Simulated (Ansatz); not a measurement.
**I: relaxation of cell and atoms**

Theory: Ansatz 0.2.0, DFT, PBE, PAW with Ansatz's default frozen-core files, scalar-relativistic.

Command: `ansatz run input.yaml --threads 1 --pin off --max-ram 2048MiB --backend cpu --events-out ev --progress --plain --runs-dir out` The run took 12 s on 1 thread of AMD EPYC 9R14 (Zen 4), on a shared host, peak memory 0.4 GiB.

```yaml
crystal:
  lattice:
    - [-1.5896438915, 1.5896438915, 1.5896438915]
    - [1.5896438915, -1.5896438915, 1.5896438915]
    - [1.5896438915, 1.5896438915, -1.5896438915]
  atoms:
    - { symbol: I, position: [0.0, 0.0, 0.0] }
kpoints:
  mp_grid: { grid: [14, 14, 14] }
scf:
  occupations: { method: fermi_dirac, width: 0.03 }
hamiltonian:
  xc: pbe
  pseudopotentials: { kind: paw }
output:
  forces: true
  stress: true
relax:
  f_tol: 0.005
  max_steps: 80
  cell: {}
```

Spin–orbit coupling is left out, though it moves levels of the heavy atoms by tenths of an eV or more.

The cell is built from the bcc type as a first guess.

The cutoff is 420 eV; energies and pressures of the walk include the program's estimate of the Pulay term.

Each frame lists the cell vectors (Å), then Cartesian positions (Å); symmetry keeps all forces zero. Free energies count from the first step, -7508.3807 eV.

The walk took 15 evaluations in all; steps that aren't listed are left out.

Step 1: E = 0.0 meV, P = 140.40 GPa

```
cell -1.5896 1.5896 1.5896 1.5896 -1.5896 1.5896 1.5896 1.5896 -1.5896
I     0.0000    0.0000    0.0000
```

Step 2: E = -1693.8 meV, P = 84.19 GPa

```
cell -1.6671 1.6671 1.6671 1.6671 -1.6671 1.6671 1.6671 1.6671 -1.6671
I     0.0000    0.0000    0.0000
```

Step 3: E = -2775.8 meV, P = 47.47 GPa

```
cell -1.7446 1.7446 1.7446 1.7446 -1.7446 1.7446 1.7446 1.7446 -1.7446
I     0.0000    0.0000    0.0000
```

Step 4: E = -3426.6 meV, P = 23.28 GPa

```
cell -1.8241 1.8241 1.8241 1.8241 -1.8241 1.8241 1.8241 1.8241 -1.8241
I     0.0000    0.0000    0.0000
```

Step 5:

```
cell -1.9036 1.9036 1.9036 1.9036 -1.9036 1.9036 1.9036 1.9036 -1.9036
I     0.0000    0.0000    0.0000
```

Step 6: E = -3733.1 meV, P = -0.34 GPa

```
cell -1.9303 1.9303 1.9303 1.9303 -1.9303 1.9303 1.9303 1.9303 -1.9303
I     0.0000    0.0000    0.0000
```

Step 7: E = -3733.2 meV, P = 0.01 GPa

```
cell -1.9286 1.9286 1.9286 1.9286 -1.9286 1.9286 1.9286 1.9286 -1.9286
I     0.0000    0.0000    0.0000
```

Step 8: E = -3899.9 meV, P = 9.41 GPa (the cell of the step before, solved again on a basis chosen afresh, hence the jump)

Step 9: E = -3986.8 meV, P = 5.72 GPa

```
cell -1.9697 1.9697 1.9697 1.9697 -1.9697 1.9697 1.9697 1.9697 -1.9697
I     0.0000    0.0000    0.0000
```

Step 10: E = -4058.5 meV, P = 1.45 GPa

```
cell -2.0408 2.0408 2.0408 2.0408 -2.0408 2.0408 2.0408 2.0408 -2.0408
I     0.0000    0.0000    0.0000
```

Step 11: E = -4065.6 meV, P = 0.34 GPa

```
cell -2.0674 2.0674 2.0674 2.0674 -2.0674 2.0674 2.0674 2.0674 -2.0674
I     0.0000    0.0000    0.0000
```

**Question.** Give the energy, pressure of step 5.

**Answer.** E = -3714.9 meV, P = 5.37 GPa
```
I     0.0000    0.0000    0.0000
```

**Question.** How does the relaxation end?

**Answer.** It converges, with a = 4.155 Å, b = 4.155 Å, c = 4.155 Å, α = 90.00°, β = 90.00°, γ = 90.00° (conventional cell, space group Im-3m). The last solve (on a basis chosen afresh for the final cell, so its energy is not quite comparable) gives E = -4067.1 meV, P = 0.01 GPa:
```
cell -2.0774 2.0774 2.0774 2.0774 -2.0774 2.0774 2.0774 2.0774 -2.0774
I     0.0000    0.0000    0.0000
```
